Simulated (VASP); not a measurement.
The system is Si23W (a cell with a defect).

```
W Si
1.0
     0.00000    8.15550    8.15550
     5.43700    0.00000    5.43700
     5.43700    5.43700    0.00000
W Si
1 23
Direct
  0.99664 0.99965 0.00024
  0.99977 0.99776 0.50120
  0.99912 0.50131 0.99800
  0.99897 0.50093 0.50189
  0.33262 0.00254 0.99973
  0.33741 0.99934 0.49576
  0.33685 0.49789 0.99768
  0.33318 0.50090 0.49885
  0.66845 0.99901 0.99722
  0.66460 0.99978 0.50448
  0.66350 0.50702 0.99848
  0.66666 0.50007 0.49886
  0.08428 0.12782 0.12786
  0.08807 0.12664 0.61370
  0.08748 0.61286 0.12770
  0.08400 0.62426 0.62458
  0.42008 0.12333 0.12131
  0.41508 0.12653 0.62634
  0.41407 0.62922 0.12466
  0.41696 0.62493 0.62338
  0.73747 0.13389 0.13139
  0.75084 0.12574 0.62339
  0.75023 0.62520 0.12440
  0.74935 0.62514 0.62402
```

Base run:

```yaml
Program: VASP 6.6.1
Functional: PBEsol
Potentials_or_basis: VASP PAW PBE potentials, release 64 (W_sv, Si)
Cutoff: 350 eV
k_mesh: 2 × 3 × 3
Occupations: gaussian, width 0.03 eV
Spin: collinear spin, ferromagnetic start
Starting_moments: "[2.0, 0.0, 0.0, 0.0, 0.0, 0.0, 0.0, 0.0, 0.0, 0.0, 0.0, 0.0, 0.0, 0.0, 0.0, 0.0, 0.0, 0.0, 0.0, 0.0, 0.0, 0.0, 0.0, 0.0] μB"
Fixed_moment: 2 μB
```

Its results: pressure 0.8 GPa; site moments W +1.19; Si +0.03, +0.02, +0.01, -0.00, -0.01, -0.02, +0.00 μB; largest force 0.212 eV/Å.

Q: The run is repeated on the same cell with these changes: hubbard terms from none to W d U = 4 eV. What comes out?

A: Pressure 1.3 GPa; site moments W +1.53; Si +0.02, +0.01, -0.00, -0.04, +0.00, -0.03 μB; largest force 0.234 eV/Å.

Caveats: the PAW data sets were made with another functional, which shifts forces and pressure a little; the total moment is fixed, so each spin has its own Fermi level; the U is typed as a test and isn't derived for this compound (some runs).
